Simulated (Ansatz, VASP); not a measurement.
Two plane-wave programs on BN

```
B N
1.0
     0.00000    1.80750    1.80750
     1.80750    0.00000    1.80750
     1.80750    1.80750    0.00000
B N
1 1
Direct
  0.00000 0.00000 0.00000
  0.75000 0.75000 0.75000
```

Alike in both runs: task electric field gradients; functional PBEsol; k mesh 13 × 13 × 13; occupations fermi-dirac, width 0.03 eV; no spin polarisation.

```csv
,VASP,Ansatz
version,VASP 6.6.1,Ansatz 0.2.0
potentials or method,"VASP PAW PBE potentials, release 64 (B, N)","PAW with Ansatz's default frozen-core files, scalar-relativistic"
plane-wave cutoff (eV),520,420
valence electrons in the cell,8,8
```

|  | VASP | Ansatz | Ansatz less VASP |
| --- | --- | --- | --- |
| gap on the k mesh at the Fermi level (eV) | 4.35 | 4.37 | +0.013 |
| pressure (GPa) | -2.4 | -2.9 | -0.60 |
| Vzz of the field gradient on the site that differs most (V/Å²) | 0.0 | 0.0 | 0.00 |

Caveats: the PAW data sets were made with another functional, which shifts forces and pressure a little (VASP); an odd mesh through Γ misses points on the zone boundary, where band edges often lie.
